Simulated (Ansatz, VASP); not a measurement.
**Two plane-wave programs on Y**

The input POSCAR:

```
Y
1.0
    0.0000000000      2.6202345708      2.6202345708
    2.6202345708      0.0000000000      2.6202345708
    2.6202345708      2.6202345708      0.0000000000
Y
1
Direct
    0.0000000000      0.0000000000      0.0000000000
```

Contents of INCAR.step1:

```
SYSTEM = Y
PREC = Accurate ; ENCUT = 520
ISMEAR = -1 ; SIGMA = 0.1
LREAL = .False. ; LASPH = .True.
NELM = 60 ; NBANDS = 12
GGA = PE ; ALGO = Normal
EDIFF = 1E-4 ; LWAVE = .True.
LCHARG = .False.
```

INCAR.step2

```
SYSTEM = Y
PREC = Accurate ; ENCUT = 520
EDIFF = 1E-6 ; ISMEAR = -1
SIGMA = 0.1 ; LREAL = .False.
LASPH = .True. ; NELM = 60
ALGO = Normal ; ISIF = 2
LWAVE = .False. ; LCHARG = .False.
METAGGA = R2SCAN ; LMIXTAU = .True.
NBANDS = 12 ; ISTART = 1
```

The input KPOINTS:

```
regular mesh
0
Gamma
  12 12 12
  0 0 0
```

Input for Ansatz:

```yaml
crystal:
  lattice:
    - [0.0, 2.6202345708, 2.6202345708]
    - [2.6202345708, 0.0, 2.6202345708]
    - [2.6202345708, 2.6202345708, 0.0]
  atoms:
    - { symbol: "Y", position: [0.0, 0.0, 0.0] }
hamiltonian:
  xc: r2scan
  pseudopotentials:
    kind: paw
    azcp:
      "Y": "pseudopotentials/Y.paw.azcp"
basis:
  ecutwfc: 500
  fft_grid_basis: typed
kpoints:
  mp_grid: { grid: [12, 12, 12], shift: [0, 0, 0] }
magnetization:
  spin_polarized: false
scf:
  occupations: { method: fermi_dirac, width: 0.1 }
  lower_state_search: "off"
output:
  stress: true
  write_density: true
  write_potential: true
  elf: true
  volumetric_format: npy
```

Alike in both runs: task single point; functional r2SCAN; k mesh 12 × 12 × 12; occupations fermi-dirac, width 0.1 eV; no spin polarisation.

```csv
,VASP,Ansatz
version,VASP 6.6.1,Ansatz 0.2.0
potentials or method,"VASP PAW PBE potentials, release 64 (Y_sv)","plane waves (500 eV) with PAW, scalar-relativistic"
plane-wave cutoff (eV),520,500
valence electrons in the cell,11,11
```

|  | VASP | Ansatz | Ansatz less VASP |
| --- | --- | --- | --- |
| pressure (GPa) | -2.4 | -2.5 | -0.10 |

Caveats: the PAW data sets were made with another functional, which shifts forces and pressure a little (VASP).
